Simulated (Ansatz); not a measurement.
**Ionic part of the dielectric constant of BaO at -3 GPa, mode by mode**

The calculation used DFT LDA, scalar-relativistic, plane waves, PAW (Ansatz). Plane waves to 420 eV; Γ-centred k mesh 8×8×8; fixed occupations. No spin polarisation. Phonons by linear response, acoustic sum rule imposed.

The structure is cubic, space group Fm-3m (No. 225). Conventional cell: a = 5.503 Å, b = 5.503 Å, c = 5.503 Å, α = 90.00°, β = 90.00°, γ = 90.00°. Ba (site symmetry m-3m) is surrounded by 6 O at 2.75 Å. O (site symmetry m-3m) is surrounded by 6 Ba at 2.75 Å.

Spin–orbit coupling is left out, which matters for heavy elements.

The primitive cell has V = 41.66 Å³ and ε∞,xx = 4.248. Each polar mode adds Δε = (4.92064×10⁷/V)·S/ν² along x, with S its oscillator strength in e²/amu, ν in cm⁻¹ and V in Å³.

Q: From these modes, find each Δε and ε0,xx.
```csv
ν (cm⁻¹),S_xx (e²/amu)
57.5,0.5306
```

A:
| ν (cm⁻¹) | Δε |
| --- | --- |
| 57.5 | 189.67 |

The sum is 189.674, so ε0,xx = 193.92; the run's tensor has 193.95.

Q: Where do the longitudinal modes lie for a wave vector along x?

A: At 388 cm⁻¹. The Lyddane–Sachs–Teller product Π(ν_LO/ν_TO)² = 45.65 matches ε0/ε∞ = 45.66.

Cost: 1 run of about 0.44 core-minutes, on Arm Neoverse N1 (shared hosts).